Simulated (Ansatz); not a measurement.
CaF2 in the fluorite structure (r2SCAN geometry), in Ansatz:

```cif
data_structure
_symmetry_space_group_name_H-M 'Fm-3m'
_symmetry_Int_Tables_number 225
_cell_length_a 5.4392
_cell_length_b 5.4392
_cell_length_c 5.4392
_cell_angle_alpha 90.000
_cell_angle_beta 90.000
_cell_angle_gamma 90.000
_cell_volume 160.92
loop_
_atom_site_label
_atom_site_type_symbol
_atom_site_symmetry_multiplicity
_atom_site_Wyckoff_symbol
_atom_site_fract_x
_atom_site_fract_y
_atom_site_fract_z
_atom_site_occupancy
Ca1 Ca 4 a 0.00000 0.00000 0.00000 1
F1 F 8 c 0.25000 0.75000 0.75000 1
```

G0W0@PBE with 151 empty bands, a screening cutoff of 140 eV and a 4×4×4 mesh (PAW, contour deformation) gives 10.471 eV over the mesh points, from a PBE gap of 7.376 eV; it sums over 163 bands with 169 plane waves in the screening and a wave cutoff of 420 eV. The G0W0 figures hold for the stated bands, cutoff and mesh and aren't extrapolated. Calculated for a static, non-magnetic cell.

**Question.** Estimate the gap with starting point LDA.

**Answer.** 10.498 eV (+0.027 eV), from a Kohn-Sham gap of 6.999 eV.

**Question.** Estimate the gap with empty bands 277, screening cutoff 210 eV.

**Answer.** 10.615 eV (+0.144 eV), from a Kohn-Sham gap of 7.376 eV.

**Question.** Another run gave a Kohn-Sham gap of 7.376 eV and a G0W0 gap of 10.384 eV, summing over 77 bands with 59 plane waves in the screening and a wave cutoff of 420 eV. What was changed?

**Answer.** Empty bands 65, screening cutoff 80 eV. The counts of bands and plane waves show it.
